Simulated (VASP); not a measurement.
Write the native input for VASP 6.6.1 that does the following.

- Task: band structure
- Functional: HSE06
- Dispersion: D3
- Potentials or basis: VASP PAW PBE potentials, release 64 (Na_pv)
- Cutoff: 520 eV
- k mesh: 5 × 5 × 5
- Occupations: methfessel-paxton, width 0.1 eV
- Spin: no spin polarisation
- Grid for exact exchange (PRECFOCK): Fast
- Screening parameter: 0.2 1/A
- Further INCAR settings: ALGO = Normal; EDIFF = 1e-06; NBANDS = 10

Na:

```
Na
1.0
    -1.90826    1.94837    2.62269
     1.85560   -1.92535    2.56851
     1.89689    1.91399   -2.60621
Na
1
Direct
  0.99802 0.99502 0.98298
```

The cell isn't the ideal one: cell strained at random at fixed volume.

These files were run (other wordings do the same):

POSCAR

```
Na
1.0
   -1.9082560000      1.9483660000      2.6226900000
    1.8556030000     -1.9253450000      2.5685080000
    1.8968950000      1.9139850000     -2.6062080000
Na
1
Direct
   -0.0019830000     -0.0049790000     -0.0170240000
```

INCAR.step1

```
PREC     = Accurate       # precision mode
ENCUT    = 520            # plane-wave cutoff, eV
EDIFF    = 1E-5           # SCF threshold, eV
ISMEAR   = 1              # smearing method
SIGMA    = 0.1            # smearing width, eV
LREAL    = False          # projectors in reciprocal space
LASPH    = True           # aspherical terms in the spheres
NELM     = 80             # most SCF steps
ALGO     = Normal         # electronic algorithm
ISIF     = 2              # what is computed and relaxed
LWAVE    = True           # write WAVECAR
LCHARG   = False          # write CHGCAR
NBANDS   = 10             # bands
GGA      = PE             # functional
```

INCAR.step2

```
PREC     = Accurate       # precision mode
ENCUT    = 520            # plane-wave cutoff, eV
EDIFF    = 1E-6           # SCF threshold, eV
ISMEAR   = 1              # smearing method
SIGMA    = 0.1            # smearing width, eV
LREAL    = False          # projectors in reciprocal space
LASPH    = True           # aspherical terms in the spheres
NELM     = 80             # most SCF steps
ALGO     = Normal         # electronic algorithm
ISIF     = 2              # what is computed and relaxed
LWAVE    = False          # write WAVECAR
LCHARG   = False          # write CHGCAR
GGA      = PE             # functional
LHFCALC  = True           # exact exchange
HFSCREEN = 0.2            # screening, 1/A
PRECFOCK = Fast         
IVDW     = 11             # dispersion correction
VDW_S6   = 1.0          
VDW_S8   = 0.109        
VDW_SR   = 1.129        
VDW_SR8  = 1.0          
NBANDS   = 10             # bands
ISTART   = 1
```

KPOINTS

```
Automatic mesh
0
Gamma
  5 5 5
```

KPOINTS_OPT

```
path XGY,LGZ,NGM,RG
8
line-mode
reciprocal
 0.5000000000  0.0000000000 -0.5000000000  X
 0.0000000000  0.0000000000  0.0000000000  G

 0.0000000000  0.0000000000  0.0000000000  G
-0.5000000000  0.0000000000  0.0000000000  Y

 0.0000000000  0.0000000000 -0.5000000000  L
 0.0000000000  0.0000000000  0.0000000000  G

 0.0000000000  0.0000000000  0.0000000000  G
 0.0000000000  0.5000000000  0.0000000000  Z

 0.5000000000  0.5000000000 -0.5000000000  N
 0.0000000000  0.0000000000  0.0000000000  G

 0.0000000000  0.0000000000  0.0000000000  G
-0.5000000000  0.5000000000  0.0000000000  M

 0.0000000000  0.5000000000 -0.5000000000  R
 0.0000000000  0.0000000000  0.0000000000  G
```

Potentials or basis: VASP PAW PBE potentials, release 64 (Na_pv).

Command:

```bash
$ cat potpaw_PBE.64/Na_pv/POTCAR > POTCAR
$ cp INCAR.step1 INCAR
$ mpirun -np 1 vasp_std > vasp.out
$ cp INCAR.step2 INCAR
$ mpirun -np 1 vasp_std > vasp.out
```

It gave:

| Quantity | Value |
| --- | --- |
| Pressure | -0.3 GPa |
| Band gap along the path | none (metal or under the smearing width) |
| Dispersion energy per atom | -0.070 eV |

Caveat: the k mesh is coarse (spacing up to 0.47 Å⁻¹), so the values aren't converged, least of all with exact exchange; the PAW data sets were made with another functional, which shifts forces and pressure a little; pairwise dispersion overbinds metals, which lowers pressure and volume.

It took 4.3 min on 1 thread of Intel(R) Xeon(R) Platinum 8375C CPU @ 2.90GHz (Ice Lake) (shared host), peak memory 0.32 GiB.
